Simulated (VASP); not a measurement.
# C in VASP: single point with PBEsol+D4

Aim: the single point of C with PBEsol+D4.

Program: VASP 6.6.1. These are calculated values, not measurements. Logs are shortened: lines on timing, memory, paths and dates and some standing lists are left out, and cuts for length are marked.

## 1. The slab as given

The cell holds a slab with vacuum, 2 atoms: a = 2.457 Å, b = 2.457 Å, c = 20.845 Å, α = 90.00°, β = 90.00°, γ = 120.00°.

The cell was built by a generator and needn't be a form met in nature.

## 2. Single point, PBEsol+D4

File INCAR:

```
SYSTEM = C
ALGO = Normal
DIPOL = 0.5 0.5 0.619
EDIFF = 1E-6
ENCUT = 520
GGA = PS
IDIPOL = 3
ISIF = 2
ISMEAR = 0
IVDW = 13
LASPH = .TRUE.
LCHARG = .TRUE.
LDIPOL = .TRUE.
LELF = .TRUE.
LREAL = .FALSE.
LVACPOTAV = .TRUE.
LVHAR = .TRUE.
LWAVE = .FALSE.
NBANDS = 11
NELM = 100
PREC = Accurate
SIGMA = 0.04
```

File KPOINTS:

```
k-points
0
G
  15 15 1
  0 0 0
```

File POSCAR:

```
C
1.0
    2.4568680495      0.0000000000      0.0000000000
   -1.2284340248      2.1277101446      0.0000000000
    0.0000000000      0.0000000000     20.8454577550
C
2
Direct
    1.0000000000      0.0000000000      0.6188486281
    0.3333333333      0.6666666667      0.6199308308
```

Potentials or basis: VASP PAW PBE potentials, release 64 (C).

Started as:

```
cat potpaw_PBE.64/C/POTCAR > POTCAR
mpirun -np 1 vasp_std > vasp.out
```

OUTCAR:

```text
SYSTEM = C
   EDIFF = 1E-6
   ENCUT = 520
   GGA = PS
   ISIF = 2
   ISMEAR = 0
   IVDW = 13
   LASPH = .TRUE.
   LREAL = .FALSE.
   NELM = 100
   PREC = Accurate

 ion  position               nearest neighbor table
   1  0.000  0.000  0.619-   2 1.42   2 1.42   2 1.42
   2  0.333  0.667  0.620-   1 1.42   1 1.42   1 1.42

  LATTYP: Found a hexagonal cell.
 ALAT       =     2.4568680495
 C/A-ratio  =     8.4845654447

  Lattice vectors:

 A1 = (   2.4568680495,   0.0000000000,   0.0000000000)
 A2 = (  -1.2284340248,   2.1277101446,   0.0000000000)
 A3 = (   0.0000000000,   0.0000000000,  20.8454577550)

Analysis of symmetry for initial positions (statically):
=====================================================================
 Subroutine PRICEL returns:
 Original cell was already a primitive cell.

 Routine SETGRP: Setting up the symmetry group for a
 hexagonal supercell.

 Subroutine GETGRP returns: Found 12 space group operations
 (whereof  6 operations were pure point group operations)
 out of a pool of 24 trial point group operations.

The static configuration has the point symmetry C_3v.
 The point group associated with its full space group is D_3d.

Analysis of symmetry for dynamics (positions and initial velocities):
=====================================================================
 Subroutine PRICEL returns:
 Original cell was already a primitive cell.

 Routine SETGRP: Setting up the symmetry group for a
 hexagonal supercell.

 Subroutine GETGRP returns: Found 12 space group operations
 (whereof  6 operations were pure point group operations)
 out of a pool of 24 trial point group operations.

The dynamic configuration has the point symmetry C_3v.
 The point group associated with its full space group is D_3d.

 Subroutine INISYM returns: Found 12 space group operations
 (whereof  6 operations are pure point group operations),
 and found     1 'primitive' translations

----------------------------------------------------------------------------------------

                                     Primitive cell

  volume of cell :     108.9697

  direct lattice vectors                    reciprocal lattice vectors
     2.456868050  0.000000000  0.000000000     0.407022266  0.234994415  0.000000000
    -1.228434025  2.127710145  0.000000000     0.000000000  0.469988829  0.000000000
     0.000000000  0.000000000 20.845457755     0.000000000  0.000000000  0.047972082

  length of vectors
     2.456868050  2.456868050 20.845457755     0.469988829  0.469988829  0.047972082

  position of ions in fractional coordinates (direct lattice)
     0.000000000  0.000000000  0.618848628
     0.333333333  0.666666667  0.619930831

  ion indices of the primitive-cell ions
   primitive index   ion index
                 1           1
                 2           2

----------------------------------------------------------------------------------------

 KPOINTS: k-points

Automatic generation of k-mesh.
 Grid dimensions read from file:
 generate k-points for:   15   15    1

 Generating k-lattice:

  Cartesian coordinates                     Fractional coordinates (reciprocal lattice)
     0.027134818  0.015666294  0.000000000     0.066666667  0.000000000  0.000000000
     0.000000000  0.031332589  0.000000000     0.000000000  0.066666667  0.000000000
     0.000000000  0.000000000  0.047972082     0.000000000  0.000000000  1.000000000

  Length of vectors
     0.031332589  0.031332589  0.047972082

  Shift w.r.t. Gamma in fractional coordinates (k-lattice)
     0.000000000  0.000000000  0.000000000

 Subroutine IBZKPT returns following result:
 ===========================================

 Found     27 irreducible k-points:

 Following reciprocal coordinates:
            Coordinates               Weight
  0.000000  0.000000  0.000000      1.000000
  0.066667  0.000000  0.000000      6.000000
  0.133333  0.000000  0.000000      6.000000
  0.200000  0.000000  0.000000      6.000000
  0.266667  0.000000  0.000000      6.000000
  0.333333  0.000000  0.000000      6.000000
[... 16 lines left out ...]
  0.333333  0.200000  0.000000     12.000000
  0.400000  0.200000  0.000000      6.000000
 [... further k-points ...]
   k-points           NKPTS =     27   k-points in BZ     NKDIM =     27   number of bands    NBANDS=     11
   number of dos      NEDOS =    301   number of ions     NIONS =      2
   total plane-waves  NPLWV =  51840
   dimension x,y,z NGX =    18 NGY =   18 NGZ =  160
   dimension x,y,z NGXF=    36 NGYF=   36 NGZF=  320
   ions per type =               2
   NGX,Y,Z   is equivalent  to a cutoff of  12.18, 12.18, 12.76 a.u.
   NGXF,Y,Z  is equivalent  to a cutoff of  24.36, 24.36, 25.52 a.u.
 SYSTEM =  C
   PREC   = accura    normal or accurate (medium, high low for compatibility)
   ISTART =      0    job   : 0-new  1-cont  2-samecut
   ICHARG =      2    charge: 1-file 2-atom 10-const
   ISPIN  =      1    spin polarized calculation?
   LNONCOLLINEAR =      F non collinear calculations
   LSORBIT =      F    spin-orbit coupling
   LASPH  =      T    aspherical Exc in radial PAW
   ENCUT  =  520.0 eV  38.22 Ry    6.18 a.u.   4.57  4.57 38.76*2*pi/ulx,y,z
   NELM   =    100;   NELMIN=  2; NELMDL= -5     # of ELM steps
   EDIFF  = 0.1E-05   stopping-criterion for ELM
   LREAL  =      F    real-space projection
   EDIFFG = 0.1E-04   stopping-criterion for IOM
   NSW    =      0    number of steps for IOM
   IBRION =     -1    ionic relax: 0-MD 1-quasi-New 2-CG
   NFREE  =      0    steps in history (QN), initial steepest desc. (CG)
   ISIF   =      2    stress and relaxation
   ISYM   =      2    0-nonsym 1-usesym 2-fastsym
   POTIM  = 0.5000    time-step for ionic-motion
   TEBEG  =    0.0;   TEEND  =   0.0 temperature during run
   PSTRESS=    0.0 pullay stress
   NELECT =       8.0000    total number of electrons
   NUPDOWN=      -1.0000    fix difference up-down
   EMIN   =  10.00;   EMAX   =-10.00  energy-range for DOS
   EFERMI =   0.00;   METHOD = LEGACY
   ISMEAR =     0;   SIGMA  =   0.04  broadening in eV -4-tet -1-fermi 0-gaus
   EFERMI_NEDOS =   21; number of points for ismear=-14 and -15
   IALGO  =     38    algorithm
   IMIX   =      4    mixing-type and parameters
     AMIX     =   0.40;   BMIX     =  1.00
     AMIX_MAG =   1.60;   BMIX_MAG =  1.00
  volume/ion in A,a.u.               =      54.48       367.68
  Fermi-wavevector in a.u.,A,eV,Ry     =   0.685493  1.295394  6.393383  0.469900
  Thomas-Fermi vector in A             =   1.765450
   LORBIT       =      0    0 simple, 1 ext, 2 COOP (PROOUT), +10 PAW based schemes
   GGA     = PS    functional components
   LHFCALC =     F    Hartree Fock is set to
   AEXX    =    0.0000 exact exchange contribution
   IVDW    =    13    specifies the selected vdW correction
   LEPSILON=     F    determine dielectric tensor
   LRPA    =     F    only Hartree local field effects (RPA)
 non-spin polarized calculation
 Gauss-broadening in eV      SIGMA  =   0.04
  energy-cutoff  :      520.00
  volume of cell :      108.97
 maximum number of plane-waves:      2978
   NGX =  9   NGY =  9   NGZ = 77

 dipolmoment           0.000000      0.000000      0.000002 electrons x Angstroem

 number of electron       7.9999998 magnetization

 dipolmoment           0.000000      0.000000     -0.000002 electrons x Angstroem

 Free energy of the ion-electron system (eV)
  ---------------------------------------------------
  ext. energy  EPLUGINS =         0.00000000
  ---------------------------------------------------
  free energy    TOTEN  =       -19.27604551 eV

  energy without entropy =      -19.27564431  energy(sigma->0) =      -19.27584491

 E-fermi :  -2.8491     XC(G=0):  -2.1044

 val. band max:       -2.8491195085   @ k =   0.3333   0.3333   0.0000
 cond. band min:      -2.8491129261   @ k =   0.3333   0.3333   0.0000
 fundamental gap:      0.0000065824
 Fermi energy:        -2.8491162173

 k-point     1 :       0.0000    0.0000    0.0000
  band No.  band energies     occupation
      1     -22.4201      2.00000
      2     -10.5707      2.00000
      3      -5.8454      2.00000
      4      -5.8454      2.00000
      5       0.5247      0.00000
      6       1.3336      0.00000
      7       1.4857      0.00000
      8       2.4160      0.00000
      9       2.8217      0.00000
     10       4.3533      0.00000
     11       4.8937      0.00000

 k-point     2 :       0.0667    0.0000    0.0000
  band No.  band energies     occupation
      1     -22.3144      2.00000
      2     -10.4439      2.00000
      3      -6.2714      2.00000
      4      -6.0720      2.00000
      5       0.6678      0.00000
      6       1.4792      0.00000
      7       1.6330      0.00000
      8       2.5621      0.00000
      9       2.9672      0.00000
     10       4.4979      0.00000
     11       5.0325      0.00000

 k-point     3 :       0.1333    0.0000    0.0000
  band No.  band energies     occupation
      1     -21.9977      2.00000
      2     -10.0653      2.00000
      3      -7.4044      2.00000
      4      -6.6454      2.00000
      5       1.0972      0.00000
      6       1.9156      0.00000
      7       2.0749      0.00000
      8       3.0000      0.00000
      9       3.4034      0.00000
     10       4.9309      0.00000
     11       5.4090      0.00000
[... 267 lines left out ...]
 k-point    23 :       0.3333    0.2000    0.0000
  band No.  band energies     occupation
      1     -17.4503      2.00000
      2     -14.4988      2.00000
      3     -11.6027      2.00000
      4      -5.0265      2.00000
      5      -0.8015      0.00000
      6       7.4500      0.00000
      7       7.9526      0.00000
      8       8.1454      0.00000
      9       8.7037      0.00000
     10       9.1982      0.00000
     11       9.9387      0.00000

 k-point    24 :       0.4000    0.2000    0.0000
  band No.  band energies     occupation
      1     -16.4866      2.00000
      2     -15.5747      2.00000
      3     -11.7343      2.00000
      4      -4.3655      2.00000
      5      -1.5523      0.00000
      6       8.0691      0.00000
      7       8.4592      0.00000
      8       9.2080      0.00000
      9       9.4145      0.00000
     10      10.4903      0.00000
     11      10.7515      0.00000

 [... further k-points ...]

------------------------ aborting loop because EDIFF is reached ----------------------------------------

  DFT-D4 for vdW energy calculation

  Edisp (eV):   -0.09779

  FORCE on cell =-STRESS in cart. coord.  units (eV):
  Direction    XX          YY          ZZ          XY          YZ          ZX
  --------------------------------------------------------------------------------------
  -------------------------------------------------------------------------------------
  Total       0.12423     0.12423    -0.01922    -0.00000     0.00000    -0.00000
  in kB       1.82658     1.82658    -0.28255    -0.00000     0.00000    -0.00000
  external pressure =        1.12 kB  Pullay stress =        0.00 kB

 VOLUME and BASIS-vectors are now :
 -----------------------------------------------------------------------------
  energy-cutoff  :      520.00
  volume of cell :      108.97
      direct lattice vectors                 reciprocal lattice vectors
     2.456868050  0.000000000  0.000000000     0.407022266  0.234994415  0.000000000
    -1.228434025  2.127710145  0.000000000     0.000000000  0.469988829  0.000000000
     0.000000000  0.000000000 20.845457755     0.000000000  0.000000000  0.047972082

 POSITION                                       TOTAL-FORCE (eV/Angst)
 -----------------------------------------------------------------------------------
      0.00000      0.00000     12.90018        -0.000000      0.000000      0.381506
     -0.00000      1.41847     12.92274         0.000000     -0.000000     -0.381506
 -----------------------------------------------------------------------------------
    total drift:                                0.000000     -0.000000     -0.000021

  FREE ENERGIE OF THE ION-ELECTRON SYSTEM (eV)
  ---------------------------------------------------
  free  energy   TOTEN  =       -19.3738315847 eV

  energy  without entropy=      -19.3734303832  energy(sigma->0) =      -19.37363098

 vacuum level on the upper side and lower side of the slab         1.452         1.452
```

Run time: 32 s. Hardware: 1 thread of AMD EPYC 7R13 (Zen 3), shared host; peak memory 0.17 GiB.

What came out:

```
Free energy                     : -19.3738 eV
Largest force                   : 0.382 eV/Å
Band gap on the k mesh          : none (metal or under the smearing width)
Dispersion energy per atom      : -0.049 eV
Work function of the upper face : 4.30 eV
Work function of the lower face : 4.30 eV
```

Forces in eV/Å, atoms in the order of the input:
```
C    0.000  0.000  0.382
C    0.000  0.000 -0.382
```

Levels at points of the mesh, in eV from the Fermi level:
| k point | band 2 | band 3 | band 4 | band 5 | band 6 | band 7 |
| --- | --- | --- | --- | --- | --- | --- |
| (0.00, 0.00, 0.00) | -7.72 | -3.00 | -3.00 | 3.37 | 4.18 | 4.33 |

Caveat: the PAW data sets were made with another functional, which shifts forces and pressure a little.
